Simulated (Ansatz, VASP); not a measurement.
Given: the input of a run of VASP 6.6.1 on Pb.

POSCAR

```
Pb
1.0
    0.0000000000      2.4750200000      2.4750200000
    2.4750200000      0.0000000000      2.4750200000
    2.4750200000      2.4750200000      0.0000000000
Pb
1
Direct
    0.0000000000      0.0000000000      0.0000000000
```

INCAR.step1

```
PREC = Accurate
ENCUT = 600
ISMEAR = -1
SIGMA = 0.05
LREAL = F
LASPH = T
NELM = 80
GGA = PE
ALGO = Normal
EDIFF = 1E-4
LWAVE = T
LCHARG = F
```

The input INCAR.step2:

```
PREC = Accurate
ENCUT = 600
EDIFF = 1E-6
ISMEAR = -1
SIGMA = 0.05
LREAL = F
LASPH = T
NELM = 80
ALGO = Normal
ISIF = 3
LWAVE = F
LCHARG = F
METAGGA = R2SCAN
LMIXTAU = T
IBRION = 2
NSW = 60
EDIFFG = -0.01
ISTART = 1
```

KPOINTS

```
Automatic mesh
0
Gamma
  9 9 9
```

Potentials or basis: VASP PAW PBE potentials, release 64 (Pb_d).

Run with:

```bash
$ cat potpaw_PBE.64/Pb_d/POTCAR > POTCAR
$ cp INCAR.step1 INCAR
$ mpirun -np 1 vasp_std > vasp.out
$ cp INCAR.step2 INCAR
$ mpirun -np 1 vasp_std > vasp.out
```

Problem. Set up the same calculation for Ansatz 0.2.0. Potentials there: Ansatz PAW.

Solution. As run (the cutoff follows the program's own potentials):

input.yaml

```yaml
crystal:
  lattice:
    - [0.0, 2.47502, 2.47502]
    - [2.47502, 0.0, 2.47502]
    - [2.47502, 2.47502, 0.0]
  atoms:
    - { symbol: Pb, position: [0.0, 0.0, 0.0] }
hamiltonian:
  xc: r2scan
  pseudopotentials: { kind: paw }
kpoints:
  mp_grid: { grid: [9, 9, 9] }
scf:
  occupations: { method: fermi_dirac, width: 0.05 }
output:
  forces: true
  stress: true
  eigenvalues: true
relax:
  f_tol: 0.01
  max_steps: 40
  cell: { stress_tol: 0.05 }
```

Potentials or basis: Ansatz PAW.

Run with:

```bash
$ ansatz run input.yaml --threads 2 --pin off --max-ram 5632MiB --backend cpu --events-out ev --progress --plain --runs-dir out
```

Both were run:

|  | VASP | Ansatz | Ansatz less VASP |
| --- | --- | --- | --- |
| gap on the k mesh at the Fermi level, each at its own relaxed structure (eV) | none | none | - |
| relaxed volume (Å³/atom) | 31.06 | 31.04 | -0.023 |
| relaxed cell length with the largest relative difference (Å) | 3.528 | 3.528 | -0.0009 |
| energy change over the relaxation (meV/atom) | -3 | -2 | +0.2 |

A gap of «none» marks a metal or a gap that the smearing closes.

Caveats: the PAW data sets were made with another functional, which shifts forces and pressure a little (VASP); the plane-wave basis is chosen anew once the cell has moved, so the energies of steps on either side of that aren't comparable (Ansatz); the PAW data sets come from PBE, with cores solved anew for the run's functional, which leaves a small shift of forces and pressure (Ansatz). Zero-point motion and thermal expansion aren't in these numbers. Spin-orbit coupling is left out, which matters for the levels of Pb.
